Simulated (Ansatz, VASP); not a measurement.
## Mo (linear Mo chain) in two plane-wave programs

Aim: how closely do two programs agree when they are given the same cell, functional and k mesh? The cell is taken from a series of runs on this material, whose earlier steps may have relaxed, scaled, displaced or heated it; both programs get it as it stands.

Calculated with Ansatz 0.2.0; plane waves, with VASP 6.6.1 beside it; single point at PBE.

### 1. Starting point

The cell holds 2 atoms: 2 Mo. Cell: a = 7.500 Å, b = 7.500 Å, c = 4.670 Å, α = 90.0°, β = 90.0°, γ = 90.0°. Vacuum lies along a and b. The structure's axis is c.

### 2. Ansatz: single point, PBE

Ansatz runs on its default PAW (the set named soft_2) files.

With cell and atoms fixed, the geometry can't cause a difference; cores, projectors, grids and the points listed under the comparison can.

The input, input.yaml:

```yaml
crystal:
  lattice:
    - [7.5, 0.0, 0.0]
    - [0.0, 7.5, 0.0]
    - [0.0, 0.0, 4.6703168113]
  atoms:
    - { symbol: Mo, position: [0.5, 0.5, 0.0], spin: 1.75 }
    - { symbol: Mo, position: [0.5, 0.5, 0.5], spin: -1.75 }
magnetization:
  spin_polarized: true
kpoints:
  mp_grid: { grid: [1, 1, 18] }
  band_path: { path: ["Γ", Z], npoints: 60 }
scf:
  occupations: { method: fermi_dirac, width: 0.05 }
hamiltonian:
  xc: pbe
output:
  transmission:
    e_range: [-2, 2]
    de: 0.035
    kmesh: [1, 1]
    reduced_basis: true
    leads: [[0, 0]]
  dos: { projected: true, e_range: [-6, 4] }
  write_potential: true
  write_density: true
  volumetric_format: npy
  elf: true
```

Run with:

```console
ansatz run input.yaml --threads 4 --pin off --max-ram 8192MiB --backend cpu --events-out ev --progress --plain --runs-dir out
```

Numbers of over 12 decimals in the logs are rounded to 6 here.

Log:

```text
Engine: ansatz 0.2.0, aarch64-unknown-linux-gnu
Pseudopotentials: kind: paw
Pseudopotential: Mo, paw, valence charge 14, recommended cutoff 420 eV (normal), Mo.paw.azcp
Functional definition: PBE
  parameter kappa = 0.804
  parameter beta = 0.066725
  exchange = pbe_x(kappa = kappa, mu = beta*pi^2/3)
  correlation = pbe_c(beta = beta)
Crystal: 2 atoms, lattice volume = 262.705 Å³
Basis set: ecut = 420 eV, 5135 PW (Γ)
Bands: 20, of which v1, the nominal top of the filled ones, is band 14 counted from 1 (13 counted from 0)
Symmetry: 16 space group operations
Space group: P4/mmm (ITA 123), of the structure as read, at distance tolerance 6.4e-5 Å
Magnetic group: BNS 123.348 (UNI 1008), of the structure as read, at distance tolerance 6.4e-5 Å
k-points: 10 of 18
Non-local potential: Mo, projectors of the file, l = 0: 3, l = 1: 2, l = 2: 2, l = 3: 1
PAW form: soft (Blöchl's): semilocal exchange-correlation on the pseudo side does not see the compensation charge
PAW one-centre angular grid: Mo, 590 points (default); XC on 64 Gauss nodes
Initial density: superposition of atomic densities (neutral atoms: chi_scale 0, normalization atom)
Starting moments: Σ|m| = 3.5 μB on 2 of 2 sites
Starting magnetic order: antiferromagnet; a translation exchanges its spin sublattices: spin-degenerate at every k-point
Initial wavefunctions: pseudopotential atomic-orbital guess
Functional: x = pbe(κ = 0.804, μ = 0.219515), c = pbe(β = 0.066725)
SCF iter   1: F=—  HF=-9903.264698 eV  |F-HF|=—  |Δ(HF+E_count)|=         —  Δρ=1.21e-2 (↑1.21e-2 ↓1.21e-2)  dr2=9.14e-1  dr2_m=1.47e-1  M=0.000 μB ∫|m|=3.855 μB  β_m=0.30  ethr=3.10e-3  ⟨swp⟩=5.9  Hψ=903  notcnv=0
Mixer restart at iter 1: flushing history
preconditioner: auto → LDOS  [metal: Δε(μ)=0.061 eV  Ē_g=3.218 eV  σ=0.050 eV  W_gap=0.30  n_scr=38 (ndim 8)  ℏωp=7.9 eV  f_vac=0.604  D(μ)=6.09/eV (n_scr^D=38)]
spin=Collinear: LDOS preconditioning applied to the charge; magnetization (m = ρ↑ − ρ↓) channel mixes plain (no charge-response kernel on spin).
SCF iter   2: F=—  HF=-9903.227683 eV  |F-HF|=—  |Δ(HF+E_count)|=   3.70e-2  Δρ=1.13e-2 (↑1.13e-2 ↓1.13e-2)  dr2=4.57e-1  dr2_m=1.95e-1  M=0.000 μB ∫|m|=4.435 μB  β_m=0.58  ethr=3.10e-3  ⟨swp⟩=1.5  Hψ=285  notcnv=0
preconditioner: auto → Resta (q_TF=auto, 1.879 Å⁻¹)  ε∞=6.9  [insulator: Δε(μ)=0.138 eV  Ē_g=3.267 eV  σ=0.050 eV  W_gap=0.56  n_scr=38 (ndim 8)  ℏωp=7.9 eV  f_vac=0.611  D(μ)=3.61/eV (n_scr^D=10)  ε∞_Penn≈6.9  vacuum switching on, ρ_ref=7.7e-4 e/Å³]
spin=Collinear: Resta preconditioning applied to the charge; magnetization (m = ρ↑ − ρ↓) channel mixes plain (no charge-response kernel on spin).
SCF iter   3: F=—  HF=-9903.267097 eV  |F-HF|=—  |Δ(HF+E_count)|=   3.94e-2  Δρ=3.53e-3 (↑3.53e-3 ↓3.53e-3)  dr2=3.48e-2  dr2_m=1.67e-2  M=0.000 μB ∫|m|=5.350 μB  β_m=0.68  ethr=1.63e-3  ⟨swp⟩=2.5  Hψ=324  notcnv=0  defer=5
SCF iter   4: F=—  HF=-9903.321597 eV  |F-HF|=—  |Δ(HF+E_count)|=   5.45e-2  Δρ=9.04e-4 (↑9.04e-4 ↓9.04e-4)  dr2=2.37e-3  dr2_m=4.68e-4  M=0.000 μB ∫|m|=5.614 μB  β_m=0.84  ethr=1.24e-4  ⟨swp⟩=2.6  Hψ=457  notcnv=0  defer=5
SCF iter   5: F=—  HF=-9903.331098 eV  |F-HF|=—  |Δ(HF+E_count)|=   9.50e-3  Δρ=4.31e-4 (↑4.31e-4 ↓4.31e-4)  dr2=1.10e-4  dr2_m=4.14e-4  M=0.000 μB ∫|m|=5.682 μB  β_m=0.81  ethr=8.47e-6  ⟨swp⟩=2.0  Hψ=371  notcnv=0  defer=5
SCF iter   6: F=—  HF=-9903.331123 eV  |F-HF|=—  |Δ(HF+E_count)|=   2.50e-5  Δρ=2.36e-4 (↑2.36e-4 ↓2.36e-4)  dr2=1.77e-5  dr2_m=1.25e-4  M=0.000 μB ∫|m|=5.695 μB  β_m=0.91  ethr=3.94e-7  ⟨swp⟩=2.1  Hψ=323  notcnv=0  defer=5
SCF iter   7: F=—  HF=-9903.331161 eV  |F-HF|=—  |Δ(HF+E_count)|=   3.76e-5  Δρ=4.64e-5 (↑4.64e-5 ↓4.64e-5)  dr2=4.50e-6  dr2_m=4.23e-6  M=0.000 μB ∫|m|=5.710 μB  β_m=0.93  ethr=6.32e-8  ⟨swp⟩=2.1  Hψ=346  notcnv=0  defer=5
SCF iter   8: F=—  HF=-9903.331160 eV  |F-HF|=—  |Δ(HF+E_count)|=   2.99e-7  Δρ=8.04e-6 (↑8.04e-6 ↓8.04e-6)  dr2=2.67e-7  dr2_m=1.18e-7  M=0.000 μB ∫|m|=5.712 μB  β_m=0.97  ethr=1.61e-8  ⟨swp⟩=2.0  Hψ=325  notcnv=0  defer=5
SCF iter   9: F=—  HF=-9903.331160 eV  |F-HF|=—  |Δ(HF+E_count)|=   8.50e-8  Δρ=2.56e-6 (↑2.56e-6 ↓2.56e-6)  dr2=1.62e-8  dr2_m=1.39e-8  M=0.000 μB ∫|m|=5.713 μB  β_m=0.98  ethr=9.55e-10  ⟨swp⟩=2.3  Hψ=352  notcnv=0  defer=5
SCF iter  10: F=-9903.331160 eV  HF=-9903.331160 eV  |F-HF|=2.24e-9  |Δ(HF+E_count)|=   1.94e-8  Δρ=7.77e-7 (↑7.77e-7 ↓7.77e-7)  dr2=1.86e-9  dr2_m=1.20e-9  M=0.000 μB ∫|m|=5.713 μB  ethr=5.78e-11  ⟨swp⟩=4.3  Hψ=617  notcnv=0
SCF 1 converged in 10 iterations: F = -9903.331160 eV  dr2 = 1.86e-9
  greatest PAW one-centre occupation: 0.999 electrons in one spin orbital (limit 2), on the Mo atom at site 1 (counted from 0), in its partial waves of l = 0
transmission: 12 of 72 steps passed
transmission: 18 of 72 steps passed
[...]
transmission: 72 of 72 steps passed
WARN: The output density's exchange-correlation potential varies sharply where the density is thin. Do not read a vacuum level from v_tot or v_xc, or from such a field of the output density. On a cell that repeats whose density bears no net charge and no dipole along the vacuum's axis use v_es (v_loc + v_h of the components); under efield.dipole_correction with no amplitude use v_es + v_field, which holds any externa [...]
NSCF: frozen V_eff on 61 k-points
SCF converged after 10 iterations
Magnetization: 0.0000 μB (14.0000 up, 14.0000 down)
Absolute magnetization: 5.7128 μB (∫|ρ↑−ρ↓|, with the PAW one-centre terms)
Spin contamination: 2.2166 ħ² per cell (⟨S²⟩ above its minimum at these occupations)
Per-site moments (μB) at R_I (Å): [(1.736625, 0.963253), (-1.736625, 0.963253)]
Free energy (F): -9903.331160 eV
Harris-Foulkes:  -9903.331160 eV  (|F-HF|=2.24e-9)
Internal energy: -9903.312097 eV  (E = F + TS)
E sigma→0 (E₀):  -9903.321629 eV
Entropy (-TS):   -0.019063 eV (-9.531 meV/atom)
Fermi energy:    -1.344705 eV
--- Per-component energies (eV) ---
  E_band       = -711.032539
  E_kinetic    = 882.785532
  E_local      = -6229.663732  (includes V_loc(G=0)·N_el)
  E_nonlocal   = 298.448713
  E_hartree    = 2540.140136
  E_xc         = -360.241302
  E_vxc        = -448.600631  (∫ρ·V_xc dr)
  E_paw        = -6407.164045  (= ΣΔE_a)
  E_vpaw       = -294.282703  (= ΣTr[D̂ρ^β])
  E_aug_tail   = 0.000090  (compensation charges beyond the density's cutoff)
  E_ewald      = -627.617490
  E_smearing   = -0.019063  (= −TS)
  E_closure    = 0.000000  (closes the sum)
  Σ components = -9903.331160   (vs F -9903.331160, Δ=0.00e0)
--- Band table (eV; the first three rows and the last of 20) ---
  k-point 0 ↑: bands = [... 10 lower, -4.2157, -2.7148, -2.2590, -2.2423, 0.6767, 0.7036, 0.9848, 0.9848, ... 2 higher]
  k-point 1 ↑: bands = [... 10 lower, -4.1863, -2.6980, -2.2518, -2.2353, 0.6629, 0.6899, 0.9496, 0.9496, ... 2 higher]
  k-point 2 ↑: bands = [... 10 lower, -4.0985, -2.6478, -2.2306, -2.2147, 0.6230, 0.6501, 0.8376, 0.8376, ... 2 higher]
  k-point 9 ↓: bands = [... 10 lower, -2.0161, -1.9775, -1.9710, -1.3804, -1.3804, -0.8817, -0.3895, -0.1807, ... 2 higher]
--- Transmission ---
  basis      : 497 plane waves across, 6 finite elements along
  points     : 1, standing for a mesh of 1 x 1
  filling    : by the input's occupations and mesh, since the crystals that have channels conduct as metals do. If one of these is a semiconductor, that mesh has misplaced its level
  energies   : 115 from -2.000000 to 1.990000 eV about the Fermi level, 0.035000 eV apart; the leads are filled to 0.000000 eV, and channels, transmission and decay are at -0.005000 eV
  crystal 0  : Mo2, at the sites [0, 0], period 4.6703 Å: whole cells are its period
    offset         : up to 0.0000 Å between an atom of the period and one for which it stands
    filled         : 10.6 meV under the level at which it is neutral
    channels       : 3.000000e0 up, 3.000000e0 down
    conductance    : 3.5801e14 S/m² at 300 K; may be off by some 0.0 % by where its bands' edges are placed, 4.4 % from the distance to neutral
```

### 3. VASP: single point, PBE

The same cell, functional, mesh and smearing now go to VASP, with its own data sets.

Lines of VASP's logs that name or quote its potential files are left out, and so is its time.

The input, INCAR:

```
SYSTEM = Mo
PREC = Accurate
ENCUT = 400
EDIFF = 1E-06
NELM = 200
ISMEAR = -1
SIGMA = 0.05
LREAL = .FALSE.
ALGO = Normal
GGA = PE
NBANDS = 21
ISPIN = 2
MAGMOM = 1.74 -1.74
LASPH = .TRUE.
LMAXMIX = 4
LORBIT = 11
LWAVE = .FALSE.
LCHARG = .FALSE.
ISIF = 2
GGA_COMPAT = .FALSE.
```

The input, POSCAR:

```
Mo
1.0
    7.5000000000      0.0000000000      0.0000000000
    0.0000000000      7.5000000000      0.0000000000
    0.0000000000      0.0000000000      4.6703168113
Mo
2
Direct
    0.5000000000      0.5000000000      0.0000000000
    0.5000000000      0.5000000000      0.5000000000
```

The input, KPOINTS:

```
Automatic mesh
0
Gamma
1 1 18
0 0 0
```

Potentials, in the order of the species: Mo_sv (PBE family, release 64).

Run with:

```console
mpirun -np 1 vasp_std
```

Log:

```text
[banner, memory and clock lines left out]
running    1 mpi-ranks, on    1 nodes
 distrk:  each k-point on    1 cores,    1 groups
 distr:  one band on    1 cores,    1 groups

 POSCAR found type information on POSCAR Mo
 POSCAR found :  1 types and       2 ions
 LDA part: xc-table for (Slater+PW92), standard interpolation
 POSCAR, INCAR and KPOINTS ok, starting setup
 FFT: planning ... GRIDC
 FFT: planning ... GRID_SOFT
 FFT: planning ... GRID
 WAVECAR not read
 entering main loop
       N       E                     dE             d eps       ncg     rms          rms(c)
DAV:   1     0.136443319918E+03    0.13644E+03   -0.14740E+04  1256   0.831E+02
DAV:   2    -0.487591269031E+01   -0.14132E+03   -0.13657E+03  1137   0.225E+02
DAV:   3    -0.126170097227E+02   -0.77411E+01   -0.70182E+01  1029   0.400E+01
DAV:   4    -0.128510265838E+02   -0.23402E+00   -0.22506E+00  1078   0.550E+00
DAV:   5    -0.128575054209E+02   -0.64788E-02   -0.64702E-02  1054   0.788E-01    0.116E+01
DAV:   6    -0.129654027202E+02   -0.10790E+00   -0.16213E+00   970   0.829E+00    0.655E+00
DAV:   7    -0.130865371606E+02   -0.12113E+00   -0.39167E-01  1140   0.347E+00    0.386E+00
DAV:   8    -0.131627291875E+02   -0.76192E-01   -0.32225E-01  1120   0.205E+00    0.129E+00
DAV:   9    -0.131760533977E+02   -0.13324E-01   -0.70201E-02  1013   0.117E+00    0.310E-01
DAV:  10    -0.131761128407E+02   -0.59443E-04   -0.35132E-03   953   0.372E-01    0.122E-01
DAV:  11    -0.131765365910E+02   -0.42375E-03   -0.86715E-04   908   0.184E-01    0.509E-02
DAV:  12    -0.131768032686E+02   -0.26668E-03   -0.19048E-04   935   0.734E-02    0.275E-02
DAV:  13    -0.131769629087E+02   -0.15964E-03   -0.77085E-05   730   0.345E-02    0.185E-02
DAV:  14    -0.131770853817E+02   -0.12247E-03   -0.10552E-04   912   0.438E-02    0.964E-03
DAV:  15    -0.131771224108E+02   -0.37029E-04   -0.23971E-05   756   0.220E-02    0.493E-03
DAV:  16    -0.131771363319E+02   -0.13921E-04   -0.12442E-05   760   0.136E-02    0.266E-03
DAV:  17    -0.131771352458E+02    0.10861E-05   -0.46158E-06   760   0.990E-03    0.121E-03
DAV:  18    -0.131771353397E+02   -0.93955E-07   -0.75951E-07   794   0.506E-03
   1 F= -.13177135E+02 E0= -.13167699E+02  d E =-.188736E-01  mag=     0.0000
```

Parts of OUTCAR (step 3):

```text
ion  position               nearest neighbor table
   1  0.500  0.500  0.000-   2 2.34   2 2.34
   2  0.500  0.500  0.500-   1 2.34   1 2.34

  LATTYP: Found a simple tetragonal cell.
 ALAT       =     7.5000000000
 C/A-ratio  =     0.6227089082

 Subroutine GETGRP returns: Found 16 space group operations
 (whereof 16 operations were pure point group operations)

The static configuration has the point symmetry D_4h.

 Found     10 irreducible k-points:

   k-points           NKPTS =     10   k-points in BZ     NKDIM =     10   number of bands    NBANDS=     21

   dimension x,y,z NGX =    50 NGY =   50 NGZ =   30
   dimension x,y,z NGXF=   100 NGYF=  100 NGZF=   60

   ENCUT  =  400.0 eV  29.40 Ry    5.42 a.u.  12.23 12.23  7.62*2*pi/ulx,y,z

   NELECT =      28.0000    total number of electrons

 k-points in reciprocal lattice and weights: Automatic mesh
   0.00000000  0.00000000  0.00000000       0.056
   0.00000000  0.00000000  0.05555556       0.111
   0.00000000  0.00000000  0.11111111       0.111
   0.00000000  0.00000000  0.16666667       0.111
   0.00000000  0.00000000  0.22222222       0.111
   0.00000000  0.00000000  0.27777778       0.111
   0.00000000  0.00000000  0.33333333       0.111
   0.00000000  0.00000000  0.38888889       0.111
   0.00000000  0.00000000  0.44444444       0.111
   0.00000000  0.00000000  0.50000000       0.056

 average (electrostatic) potential at core
       1 -83.3471       2 -83.3471

 E-fermi :  -2.3631

 spin component 1
 k-point     1 :       0.0000    0.0000    0.0000
  band No.  band energies     occupation
    ...
     10      -5.2313      1.00000
     11      -5.2313      1.00000
     12      -3.7335      1.00000
     13      -3.2740      1.00000
     14      -3.2572      1.00000
     15      -0.3419      0.00000
     16      -0.3150      0.00000
     17      -0.0305      0.00000
     18      -0.0305      0.00000
     19       0.6302      0.00000
    ...

 k-point     2 :       0.0000    0.0000    0.0556
  band No.  band energies     occupation
    ...
     10      -5.2018      1.00000
     11      -5.2018      1.00000
     12      -3.7167      1.00000
     13      -3.2667      1.00000
     14      -3.2502      1.00000
     15      -0.3557      0.00000
     16      -0.3288      0.00000
     17      -0.0656      0.00000
     18      -0.0656      0.00000
     19       0.5664      0.00000
    ...

 k-point     3 :       0.0000    0.0000    0.1111
  band No.  band energies     occupation
    ...
     10      -5.1141      1.00000
     11      -5.1141      1.00000
     12      -3.6667      1.00000
     13      -3.2455      1.00000
     14      -3.2296      1.00000
     15      -0.3957      0.00000
     16      -0.3687      0.00000
     17      -0.1774      0.00000
     18      -0.1774      0.00000
     19       0.3869      0.00000
    ...

 k-point     4 :       0.0000    0.0000    0.1667
  band No.  band energies     occupation
    ...
     10      -4.9696      1.00000
     11      -4.9696      1.00000
     12      -3.5841      1.00000
     13      -3.2119      1.00000
     14      -3.1971      1.00000
     15      -0.4579      0.00000
     16      -0.4306      0.00000
     17      -0.3782      0.00000
     18      -0.3782      0.00000
     19       0.1224      0.00000
    ...

 k-point     5 :       0.0000    0.0000    0.2222
  band No.  band energies     occupation
    ...
     10      -4.7712      1.00000
     11      -4.7712      1.00000
     12      -3.4704      1.00000
     13      -3.1688      1.00000
     14      -3.1555      1.00000
     15      -0.6702      0.00000
     16      -0.6702      0.00000
     17      -0.5358      0.00000
     18      -0.5079      0.00000
     19      -0.1905      0.00000
    ...

 k-point     6 :       0.0000    0.0000    0.2778
  band No.  band energies     occupation
    ...
     10      -4.5234      1.00000
     11      -4.5234      1.00000
     12      -3.3269      1.00000
     13      -3.1204      1.00000
     14      -3.1089      1.00000
     15      -1.0363      0.00000
     16      -1.0363      0.00000
     17      -0.6209      0.00000
     18      -0.5921      0.00000
     19      -0.5194      0.00000
    ...

  Total       -0.6750064     -0.6750064     -0.1830733      0.0000000      0.0000000      0.0000000
  in kB       -4.1167037     -4.1167037     -1.1165208      0.0000000      0.0000000      0.0000000
  external PRESSURE =      -3.1166427 kB  Pullay stress =       0.0000000 kB

  energy-cutoff  :      400.00
  volume of cell :      262.71
      direct lattice vectors                 reciprocal lattice vectors
     7.500000000  0.000000000  0.000000000     0.133333333  0.000000000  0.000000000
     0.000000000  7.500000000  0.000000000     0.000000000  0.133333333  0.000000000
     0.000000000  0.000000000  4.670316811     0.000000000  0.000000000  0.214118237

 POSITION                                       TOTAL-FORCE (eV/Angst)
 -----------------------------------------------------------------------------------
      3.75000      3.75000      0.00000         0.000000      0.000000     -0.000000
      3.75000      3.75000      2.33516         0.000000      0.000000      0.000000
 -----------------------------------------------------------------------------------
    total drift:                                0.000000     -0.000000      0.000000

  FREE ENERGIE OF THE ION-ELECTRON SYSTEM (eV)
  ---------------------------------------------------
  free  energy   TOTEN  =       -13.1771353397 eV

  energy  without entropy=      -13.1582617138  energy(sigma->0) =      -13.16769853

 total charge
# of ion       s       p       d       tot
------------------------------------------
    1        2.358   6.004   4.221  12.583
    2        2.358   6.004   4.221  12.583
--------------------------------------------------
tot          4.716  12.008   8.441  25.165

 magnetization (x)
# of ion       s       p       d       tot
------------------------------------------
    1        0.112  -0.008   2.273   2.377
    2       -0.112   0.008  -2.273  -2.377
--------------------------------------------------
tot          0.000   0.000   0.000   0.000

[... 1 further part left out ...]
```

### 4. Side by side

Known differences besides the potentials themselves: VASP starts from the moments at which Ansatz ended; the cutoff is 420 eV in Ansatz and 400 eV in VASP; site moments are counted in spheres of each program's own size. Total energies have different zeros and are not compared.

Both answers:

```tsv
quantity	Ansatz	VASP	difference
moment on Mo1 (μB)	1.74	2.38	-0.64
moment on Mo2 (μB)	-1.74	-2.38	+0.64
```

### 5. Summary of results

```
difference in moment on Mo1 (single point, PBE) : -0.64 μB
```

**Reading.** The difference in moment on Mo1 is -0.64 μB (single point, PBE). How closely two codes agree says nothing of how well the functional describes the real material.

[Lines on the potential files, build, host, timing and source positions are cut from VASP's logs without a mark.]

[Logs are printed without paths, hosts, clocks, repeated set-up lines and the standing remarks that a program may print on its own settings, such as how far it seeks lower states.]

[Hosts, paths, dates, database ids (printed as entryN), source tags and the programs' standing remarks are cut or masked in the printed files.]
